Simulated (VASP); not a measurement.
This VASP 6.6.1 run on InAs needs a look.

The input INCAR:

```
PREC     = Accurate       # precision mode
ENCUT    = 520            # plane-wave cutoff, eV
EDIFF    = 1E-6           # SCF threshold, eV
ISMEAR   = -5             # smearing method
SIGMA    = 0.05           # smearing width, eV
LREAL    = False          # projectors in reciprocal space
LASPH    = True           # aspherical terms in the spheres
NELM     = 89             # most SCF steps
ALGO     = Normal         # electronic algorithm
ISIF     = 2              # what is computed and relaxed
LWAVE    = False          # write WAVECAR
LCHARG   = False          # write CHGCAR
GGA      = PE             # functional
LHFCALC  = True           # exact exchange
HFSCREEN = 0.1            # screening, 1/A
AEXX     = 0.25           # exact-exchange fraction
PRECFOCK = Fast
```

The input KPOINTS:

```
Automatic mesh
0
Gamma
  2 1 1
```

The input POSCAR:

```
InAs
1.0
    0.0000000000      3.0180000000      3.0180000000
    3.0180000000      0.0000000000      3.0180000000
    3.0180000000      3.0180000000      0.0000000000
In As
1 1
Direct
    0.0000000000      0.0000000000      0.0000000000
    0.7500000000      0.7500000000      0.7500000000
```

Potentials or basis: VASP PAW PBE potentials, release 64 (In_d, As).

The run is started by

```console
$ cat potpaw_PBE.64/In_d/POTCAR potpaw_PBE.64/As/POTCAR > POTCAR
$ mpirun -np 1 vasp_std > vasp.out
```

OUTCAR:

```text
PREC = Accurate
   ENCUT = 520
   EDIFF = 1E-6
   ISMEAR = -5
   LREAL = False
   LASPH = True
   NELM = 89
   ISIF = 2
   GGA = PE
   LHFCALC = True
[... 117 lines left out ...]
|     EEEEEEE  RRRRRR   RRRRRR   OOOOOOO  RRRRRR      ###     ###     ###     |
|     E        R     R  R     R  O     O  R     R     ###     ###     ###     |
|     E        R     R  R     R  O     O  R     R     ###     ###     ###     |
|     EEEEE    RRRRRR   RRRRRR   O     O  RRRRRR       #       #       #      |
|     E        R   R    R   R    O     O  R   R                               |
|     E        R    R   R    R   O     O  R    R      ###     ###     ###     |
|     EEEEEEE  R     R  R     R  OOOOOOO  R     R     ###     ###     ###     |
|                                                                             |
|     IBZKPT: tetrahedron method fails for NKPT<4. NKPT = 2                   |
|                                                                             |
|       ---->  I REFUSE TO CONTINUE WITH THIS SICK JOB ... BYE!!! <----       |
|                                                                             |
 -----------------------------------------------------------------------------
```

On the terminal:

```text
POSCAR found type information on POSCAR InAs
 POSCAR found :  2 types and       2 ions
[... 36 lines left out ...]

1
```

Task: Diagnose the run.

Result: The input was rejected before any iteration. The input holds a flaw that was put in on purpose: tetrahedra on too few k points (ISMEAR = -5; k = 2 × 1 × 1).
